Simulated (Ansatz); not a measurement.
ZnSe (Stilleite):

```
Se Zn
1.0
     0.00000    2.83380    2.83380
     2.83380    0.00000    2.83380
     2.83380    2.83380    0.00000
Se Zn
1 1
Direct
  0.75000 0.75000 0.75000
  0.00000 0.00000 0.00000
```

Base run:

| Quantity | Value |
| --- | --- |
| Program | Ansatz 0.2.0 |
| Functional | BLYP |
| Potentials or basis | Ansatz PAW |
| Cutoff | 420 eV |
| Density cutoff | 1680 eV |
| k mesh | 8 × 8 × 8 |
| Occupations | fermi-dirac, width 0.05 eV |
| Spin | no spin polarisation |

Its results: band gap on the k mesh 1.23 eV, direct; pressure 5.5 GPa.

Q: After a change of settings the same cell gave: band gap on the k mesh 1.29 eV, direct; pressure 2.1 GPa. Which change was it?
A. functional from BLYP to SVWN5
B. functional from BLYP to PBE; k mesh from 8 × 8 × 8 to 11 × 11 × 11
C. functional from BLYP to r2SCAN; cutoff from 420 eV to 500 eV; density cutoff from 1680 eV to 2000 eV

A: B.

Caveats: the potentials were made for another functional, which shifts forces and pressure (some runs); the PAW data sets come from PBE, with cores solved anew for the run's functional, which leaves a small shift of forces and pressure (some runs); odd divisions of the mesh miss points on the zone boundary, where band edges often lie, so the gap on the mesh can be too wide (some runs).

Not every run made on this cell is shown here.
